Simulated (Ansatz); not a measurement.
Crystal: FeGe2.

```
CELL_PARAMETERS angstrom
-2.95956 2.95956 2.45140
2.95956 -2.95956 2.45140
2.95956 2.95956 -2.45140
ATOMIC_POSITIONS crystal
Ge 0.84511 0.34511 0.19021
Ge 0.65489 0.84511 0.50000
Ge 0.34511 0.15489 0.50000
Ge 0.15489 0.65489 0.80979
Fe 0.25000 0.25000 0.00000
Fe 0.75000 0.75000 0.00000
```

The cell is a database's computed one.

Alike in all runs: program Ansatz 0.2.0; functional PBEsol; potentials or basis Ansatz PAW; cutoff 420 eV (not typed: the program's choice for these potentials); k mesh 7 × 7 × 7; occupations fermi-dirac, width 0.05 eV.

Starts and where they ended:

```tsv
start	free energy over the lowest (meV/atom)	net moment (μB)	site or absolute moments (μB)	gap
collinear spin, ferrimagnetic start of up to 3 μB	0.0	2.39	Ge -0.04; Fe +1.32	none (metal or under the smearing width)
collinear spin, ferromagnetic start of up to 3 μB	0.0	2.39	Ge -0.04; Fe +1.32	none (metal or under the smearing width)
collinear spin, random start of up to 2.46 μB	0.0	-2.39	Ge +0.04; Fe -1.32	none (metal or under the smearing width)
collinear spin, ferromagnetic start of up to 4.5 μB	0.0	2.39	Ge -0.04; Fe +1.32	none (metal or under the smearing width)
no spin polarisation	52.4	-	-	none (metal or under the smearing width)
collinear spin, antiferromagnetic start of up to 3 μB	0.0	-2.39	Ge +0.04; Fe -1.32	none (metal or under the smearing width)
```

Allowing spin polarisation gains 52 meV/atom. A still lower state may exist.

Caveats: the starting moments weren't kept (some runs).
